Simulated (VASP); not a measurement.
Here is the system:

```
CELL_PARAMETERS angstrom
      0.00000     2.45951     2.45951
      2.45951     0.00000     2.45951
      2.45951     2.45951     0.00000
ATOMIC_POSITIONS crystal
  In 0.00000 0.00000 0.00000
  N  0.25000 0.25000 0.25000
```

Computed with PBEsol GGA, VASP's PBE PAW potentials (set 64) (plane waves; VASP). Settings: 520 eV cut-off, 8×8×8 Γ-centred mesh, Gaussian smearing of 0.050 eV, potentials In_d N.

Energy and stress use the plane-wave basis of the starting cell.

The ions, cell shape and volume are relaxed. Give the cell that the relaxation ends in.

```
CELL_PARAMETERS angstrom
      0.00000     2.49476     2.49476
      2.49476     0.00000     2.49476
      2.49476     2.49476     0.00000
ATOMIC_POSITIONS crystal
  In 0.00000 0.00000 0.00000
  N  0.25000 0.25000 0.25000
```
Space group F-43m (216), at a tolerance of 0.03 Å.

How do energy and volume change from the first to the last step?

The energy (σ→0) changes by -12.2 meV/atom and the volume by +4.4 %, in 3 ionic steps.

The structure was generated: InN was put into the zinc blende type (F-43m), which need not be its known phase. This run relaxes it. Symmetry was kept, so distortions that lower it aren't found.
